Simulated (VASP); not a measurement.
The system is Se.

```
Se
1.0
     4.36620    0.00000    0.00000
    -2.18310    3.78124    0.00000
     0.00000    0.00000    4.95360
Se
3
Direct
  0.22540 0.00000 0.33333
  0.00000 0.22540 0.66667
  0.77460 0.77460 0.00000
```

- Program: VASP 6.6.1
- Task: relaxation of cell and atoms
- Functional: PBE
- Dispersion: D3(BJ)
- Potentials or basis: VASP PAW PBE potentials, release 64 (Se)
- Cutoff: 520 eV
- k mesh: 3 × 3 × 2
- Occupations: gaussian, width 0.02 eV
- Spin: no spin polarisation

At the start: pressure 1.2 GPa; volume 27.26 Å³/atom.

Where does the relaxation end?

Over 20 steps the energy falls by 23.6 meV/atom and the volume is 25.28 Å³/atom (-7.3 %); space group P3_121 (No. 152, to 0.05 Å).

Step by step:
```
step  energy change (eV)  largest force (eV/Å)  pressure (GPa)  volume (Å³)
   1              0.0000                0.6157            1.19        81.78
   2             -0.0135                0.1589           -2.32        84.19
   3             -0.0239                0.1288           -1.00        83.20
   4             -0.0380                0.1137           -0.83        81.75
   5             -0.0656                0.0737           -0.03        77.47
   6             -0.0078                0.0449            3.45        69.29
   7             -0.0676                0.1018            0.47        76.21
   8             -0.0678                0.0940            0.64        75.63
   9             -0.0634                0.2430           -0.94        75.75
  10             -0.0700                0.0340            0.05        75.68
  11             -0.0706                0.0199            0.01        75.79
  12             -0.0708                0.0019           -0.04        75.94
  13             -0.0708                0.0153            0.08        75.81
  14             -0.0708                0.0051            0.01        75.89
  15             -0.0708                0.0039            0.00        75.90
  16             -0.0708                0.0042           -0.01        75.90
  17             -0.0708                0.0047           -0.01        75.89
  18             -0.0708                0.0049            0.00        75.89
  19             -0.0709                0.0031            0.01        75.86
  20             -0.0709                0.0019            0.01        75.83
```

Final structure:
```xyz
3
Lattice="4.1601 0.0000 0.0000 -2.0800 3.6027 0.0000 0.0000 0.0000 5.0593" Properties=species:S:1:pos:R:3 pbc="T T T"
Se    1.0110    0.0000    1.6864
Se    3.6546    0.8756    3.3729
Se    1.5745    2.7271    0.0000
```

Caveat: the k mesh is coarse (spacing up to 0.63 Å⁻¹), so the values aren't converged.
